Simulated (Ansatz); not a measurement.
Crystal: SiNi.

```xyz
4
Lattice="2.9428 0.0000 0.0000 0.0000 3.2803 0.0000 0.0000 0.0000 4.6774" Properties=species:S:1:pos:R:3 pbc="T T T"
Ni    1.4714    1.6402    1.6020
Ni    0.0000    0.0000    3.0754
Si    1.4714    1.6402    3.9438
Si    0.0000    0.0000    0.7337
```

The cell is a database's computed one.

| Property | Result |
| --- | --- |
| Program | Ansatz 0.2.0 |
| Task | single point |
| Functional | PBE |
| Potentials or basis | all-electron LAPW, scalar-relativistic |
| Cutoff | 295 eV (chosen from the basis error) |
| Basis error allowed | 0.001 eV/atom |
| k mesh | 9 × 8 × 6 |
| Occupations | fermi-dirac, width 0.05 eV |
| Spin | collinear spin, ferromagnetic start |
| Starting moments | [1.0, 1.0, 0.0, 0.0] μB |

On this cell: pressure 6.7 GPa; largest force 0.057 eV/Å; net moment 0.00 μB per cell; band gap on the k mesh none (metal or under the smearing width).

The same run follows on a disturbed copy (atoms moved at random, drawn with an rms of 0.05 Å):

```
CELL_PARAMETERS angstrom
2.94277 0.00000 0.00000
0.00000 3.28033 0.00000
0.00000 0.00000 4.67745
ATOMIC_POSITIONS crystal
Ni 0.49231 0.49907 0.33863
Ni 0.99697 0.99110 0.65411
Si 0.50116 0.50926 0.84485
Si 0.99226 0.00146 0.15428
```

Task: What does the disturbed cell give?

Result: The energy (extrapolated to zero smearing) moves by +4.1 meV/atom; pressure 6.8 GPa; largest force 0.487 eV/Å; net moment 0.00 μB per cell; band gap on the k mesh none (metal or under the smearing width).

Forces on the atoms (eV/Å):
```
Ni   0.052 -0.024  0.268
Ni   0.002  0.381  0.024
Si  -0.103 -0.369 -0.300
Si   0.049  0.013  0.009
```

Stress tensor (GPa, compression positive):
```
 6.82  0.08  0.16
 0.08  7.02 -0.14
 0.16 -0.14  6.51
```

Caveats: the starting moments weren't kept.
